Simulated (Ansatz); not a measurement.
BeO:
```xyz
4
Lattice="2.6646 0.0000 0.0000 -1.3323 2.3076 0.0000 0.0000 0.0000 4.3293" Properties=species:S:1:pos:R:3 pbc="T T T"
Be     0.0000     1.5384     4.3292
Be     1.3323     0.7692     2.1645
O      0.0000     1.5384     1.6344
O      1.3323     0.7692     3.7990
```

Cartesian axes are those of the cell as given.

**Question.** Give the proper piezoelectric stress tensor with relaxed ions from plane-wave PAW LDA (Ansatz code).

**Answer.** In C/m², rows x, y, z, Voigt columns; mesh uncertainty up to 0.00.
```
 0.00   0.00   0.00   0.00  -0.11   0.00
 0.00   0.00   0.00  -0.11   0.00   0.00
-0.26  -0.26   0.45   0.00   0.00   0.00
```

The elastic tensor of the same run (GPa):

```
 464   134  95.8   0.0   0.0   0.0
 134   464  95.8   0.0   0.0   0.0
95.8  95.8   506   0.0   0.0   0.0
 0.0   0.0   0.0   145   0.0   0.0
 0.0   0.0   0.0   0.0   145   0.0
 0.0   0.0   0.0   0.0   0.0   165
```

**Question.** Convert to strain constants d = e·S.

**Answer.** In pC/N:
```
 0.0   0.0   0.0   0.0  -0.8   0.0
 0.0   0.0   0.0  -0.8   0.0   0.0
-0.6  -0.6   1.1   0.0   0.0   0.0
```

Space group P6_3mc (wurtzite). The LDA relaxation kept the symmetry of its start; phonons on a q-mesh show no instability.

Potentials: the later of the program's two PAW sets.
